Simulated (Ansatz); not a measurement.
C: a fit and a missing row

C, Fd-3m, a = 3.571 Å. Ansatz: PBE, PAW, 420 eV, Γ-centred 12×12×12 mesh on 2 atoms, Gaussian smearing 0.02 eV; no spin polarisation. Symmetry fixes shape and atoms, so the cell is only scaled; pressure is positive in compression.

```tsv
V (Å³/atom)	P (GPa)
5.353	30.07
5.524	13.99
5.694	0.04
5.865	-12.08
6.036	?
```

**Question.** Take V0 = 5.694 Å³/atom, count pressures from its P0 = 0.04 GPa, fit the third-order Birch–Murnaghan form to the other rows, and predict the missing pressure.

**Answer.** With the Eulerian strain f = ½[(V0/V)^(2/3) − 1] and y = (P − P0)/[3f(1 + 2f)^(5/2)], the form is the line y = B0 + 1.5 B0 (B0′ − 4) f. Rows (f, y): 0.02101, 429.9; 0.01021, 433.0; -0.00977, 434.4. Means f = 0.007150, y = 432.43; Σ(Δf)² = 0.0004877, ΣΔfΔy = -0.06665; the slope is their ratio. y = 433.4 − 136.7 f GPa, so B0 = 433.4 GPa and B0′ = 4 + 2 × (-136.7)/(3 × 433.4) = 3.79. At V = 6.036, f = -0.01907, y = 436.01 and P = -22.59 GPa. The run gave -22.59 GPa, the same to the digits shown. The form still works here, 33 % of the fitted range beyond its end.